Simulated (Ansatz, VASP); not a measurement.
## TePb: 3 runs at one level of theory

The starting cell:

```
Pb Te
1.0
     0.00000    3.23100    3.23100
     3.23100    0.00000    3.23100
     3.23100    3.23100    0.00000
Pb Te
1 1
Direct
  0.00000 0.00000 0.00000
  0.50000 0.50000 0.50000
```

Alike in all runs: task relaxation of cell and atoms; functional revPBE; dispersion D4; k mesh 7 × 7 × 7; occupations fermi-dirac, width 0.05 eV; no spin polarisation; no spin-orbit coupling.

```json
{"program and potentials": "Ansatz, Ansatz PAW", "plane-wave cutoff (eV)": "420", "notes": "potentials made for PBE, which Ansatz adapts in part; 15 valence electrons an atom on average", "equilibrium volume (Å³/atom)": "33.92"}
{"program and potentials": "VASP, PBE PAW files Pb_d, Te, 600 eV", "plane-wave cutoff (eV)": "600", "notes": "potentials made for PBE; 10 valence electrons an atom on average", "equilibrium volume (Å³/atom)": "33.88"}
{"program and potentials": "Ansatz, all-electron LAPW, scalar-relativistic", "plane-wave cutoff (eV)": "-", "notes": "-", "equilibrium volume (Å³/atom)": "33.93"}
```

The equilibrium volume spans 33.88 (VASP, PBE PAW files Pb_d, Te, 600 eV) to 33.93 Å³/atom (Ansatz, all-electron LAPW, scalar-relativistic), with all-electron results at 33.93. Some sets were made for another functional than the one run, which can shift their rows. Relaxations stop with a little pressure left, so the last digit of a volume isn't settled.

Differences between rows come from potentials, basis sets and numerical settings, since the functional is the same but for its coding. Runs on potential files found faulty are left out.
